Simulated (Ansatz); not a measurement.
The system is CoO.

```
CELL_PARAMETERS angstrom
1.60222 0.92504 2.56647
-1.60222 0.92504 2.56647
0.00000 -1.85008 2.56647
ATOMIC_POSITIONS crystal
Co 0.99898 0.99898 0.99898
O 0.75102 0.75102 0.75102
```

Measurements of this composition are mostly on another form, of space group No. 225.

Base run:

| Property | Result |
| --- | --- |
| Program | Ansatz 0.2.0 |
| Functional | PBEsol |
| Potentials or basis | Ansatz PAW |
| Cutoff | 420 eV |
| Density cutoff | 1680 eV |
| k mesh | 10 × 10 × 10 |
| Occupations | fermi-dirac, width 0.05 eV |
| Spin | collinear spin, ferromagnetic start |
| Starting moments | [2.0, 0.0] μB |
| Hubbard terms | Co d U = 4 eV |

Its results: band gap on the k mesh 0.30 eV, direct; pressure 8.0 GPa; net moment 3.00 μB per cell; site moments Co +2.42; O +0.21 μB; largest force 0.432 eV/Å.

Task: After a change of settings the same cell gave: band gap on the k mesh 0.17 eV, direct; pressure 6.1 GPa; net moment 3.00 μB per cell; site moments Co +2.39; O +0.24 μB; largest force 0.406 eV/Å. Which change was it?
A. hubbard terms from Co d U = 4 eV to Co d U = 3 eV
B. hubbard terms from Co d U = 4 eV to Co d U = 8 eV
C. hubbard terms from Co d U = 4 eV to none; hubbard projectors from ortho-atomic (the default) to none
D. functional from PBEsol to LDA; hubbard terms from Co d U = 4 eV to none; hubbard projectors from ortho-atomic (the default) to none

Result: A.

Caveats: the magnetic or orbital state may not be the lowest; a cell with one magnetic atom can't hold antiferromagnetic order, which such compounds often take; the PAW data sets come from PBE, with cores solved anew for the run's functional, which leaves a small shift of forces and pressure.

Not every run made on this cell is shown here.
